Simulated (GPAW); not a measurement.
The system is Os.

```
CELL_PARAMETERS angstrom
2.73410 0.00000 0.00000
-1.36705 2.36780 0.00000
0.00000 0.00000 4.31970
ATOMIC_POSITIONS crystal
Os 0.66667 0.33333 0.75000
Os 0.33333 0.66667 0.25000
```

Base run:

- Program: GPAW 26.7.0
- Functional: AM05
- Potentials or basis: PAW data sets generated in the run's folder for this functional
- Cutoff: 600 eV
- Basis: pw
- k mesh: 8 × 8 × 5
- Occupations: fermi-dirac, width 0.05 eV
- Spin: spin-orbit coupling, no magnetisation

Its results: pressure -8.6 GPa.

Question: The run is repeated on the same cell with these changes: functional from AM05 to BLYP; band points from 80 to 60. What comes out?

Answer: Pressure 20.8 GPa.

Caveats: spin-orbit coupling was added after a scalar SCF, so levels and gaps hold it while energy, forces, pressure and moments don't; so large a pressure means that the cell lies far from this level's equilibrium, or that cutoff or potentials fall short (some runs).

Not every run made on this cell is shown here.
